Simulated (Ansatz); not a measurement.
NaF, NaCl, NaI: one prototype (CsCl type), with F, Cl, I on the same site. Each was relaxed with r2SCAN in the plane-wave code Ansatz, and the gaps are read on those cells (d direct, i indirect). No spin polarisation and no zero-point or thermal terms; whether a cell exists isn't addressed.

```tsv
compound	a (Å)	gap, PBE (eV)	gap, r2SCAN (eV)	gap, HSE06 (eV)	mean ε∞, r2SCAN	G0W0@PBE gap (eV)
NaF	2.793	6.13 i (M → Γ)	7.06 i (M → Γ)	8.33 i (M → Γ)	1.9	10.34 (161 empty bands, 220 eV, 6×6×6)
NaCl	3.460	4.10 i (M → Γ)	4.92 i (M → Γ)	5.43 i (M → Γ)	2.6	6.71 (306 empty bands, 220 eV, 4×4×4)
NaI	4.041	2.30 i (M → Γ)	3.06 i (M → Γ)	3.24 i (M → Γ)	3.4	4.06 (488 empty bands, 220 eV, 4×4×4)
```
G0W0 gaps are PBE's gap plus the shift on the mesh. G0W0 values are finite-basis, finite-mesh values.

From NaF to NaCl, a changes by +0.667 Å and the HSE06 gap by -2.90 eV. From NaCl to NaI, a changes by +0.581 Å and the HSE06 gap by -2.19 eV.

No spin-orbit coupling is included; it can move band edges with weight on the heavy atoms by tenths of an eV.

The meshes of the hybrids are coarse, so their gaps aren't converged to the digits shown.
